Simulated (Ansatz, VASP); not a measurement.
**CoO: VASP beside Ansatz**

POSCAR

```
CoO
1.0
    2.5593111365      0.0000000000      0.0000000000
    0.0000000000      2.5593111365      0.0000000000
    0.0000000000      0.0000000000      2.5593111365
Co O
1 1
Direct
    0.0000000000      0.0000000000      0.0000000000
    0.5000000000      0.5000000000      0.5000000000
```

INCAR.step1

```
PREC = Accurate
ENCUT = 520
ISMEAR = 0
SIGMA = 0.02
LREAL = F
LASPH = T
NELM = 150
LMAXMIX = 4
LDAU = T
LDAUTYPE = 2
LDAUL = 2 -1
LDAUU = 3.32 0
LDAUJ = 0 0
NBANDS = 14
GGA = PE
ALGO = Normal
EDIFF = 1E-4
LWAVE = T
LCHARG = F
```

The input INCAR.step2:

```
PREC = Accurate
ENCUT = 520
EDIFF = 1E-6
ISMEAR = 0
SIGMA = 0.02
LREAL = F
LASPH = T
NELM = 150
ALGO = Normal
ISIF = 2
LWAVE = F
LCHARG = T
LMAXMIX = 4
LDAU = T
LDAUTYPE = 2
LDAUL = 2 -1
LDAUU = 3.32 0
LDAUJ = 0 0
LDAUPRINT = 1
METAGGA = R2SCAN
LMIXTAU = T
LELF = T
LVHAR = T
NBANDS = 14
ISTART = 1
```

Contents of KPOINTS:

```
Automatic mesh
0
Gamma
  10 10 10
```

Input for Ansatz:

```yaml
crystal:
  lattice:
    - [2.5593111365, 0.0, 0.0]
    - [0.0, 2.5593111365, 0.0]
    - [0.0, 0.0, 2.5593111365]
  atoms:
    - { symbol: Co, position: [0.0, 0.0, 0.0] }
    - { symbol: O, position: [0.5, 0.5, 0.5] }
basis:
  ecutwfc: 500
kpoints:
  mp_grid: { grid: [10, 10, 10] }
hamiltonian:
  xc: r2scan
  hubbard: { sites: [{ species: Co, l: d, u_eff: 3.32 }] }
scf:
  occupations: { method: gaussian, width: 0.02 }
output:
  forces: true
  stress: true
  eigenvalues: true
```

Alike in both runs: task single point; functional r2SCAN; k mesh 10 × 10 × 10; occupations gaussian, width 0.02 eV; no spin polarisation; Hubbard terms Co d U = 3.32 eV.

|  | VASP | Ansatz |
| --- | --- | --- |
| version | VASP 6.6.1 | Ansatz 0.2.0 |
| potentials or method | VASP PAW PBE potentials, release 64 (Co, O) | scalar-relativistic, plane waves, PAW |
| plane-wave cutoff (eV) | 520 | 500 |
| valence electrons in the cell | 15 | 23 |

```tsv
	VASP	Ansatz	Ansatz less VASP
gap on the k mesh at the Fermi level (eV)	none	none	-
pressure (GPa)	-10.1	-6.6	+3.44
```

The programs project onto different local orbitals, so the same U acts differently. A gap of «none» marks a metal or a gap that the smearing closes. The two sets of potentials don't hold the same shells in valence. Ansatz warned: «filled_band_counts_differ_across_k_points».

Caveats: the PAW data sets were made with another functional, which shifts forces and pressure a little (VASP); an odd number of electrons without spin polarisation forces a metal; a magnetic or distorted state may lie lower; the run has no spin polarisation, though such a crystal can be magnetic; U without spin polarisation on a metal has little footing. Spin polarisation is off, so any magnetic state and its effect on volume and gap are missing.
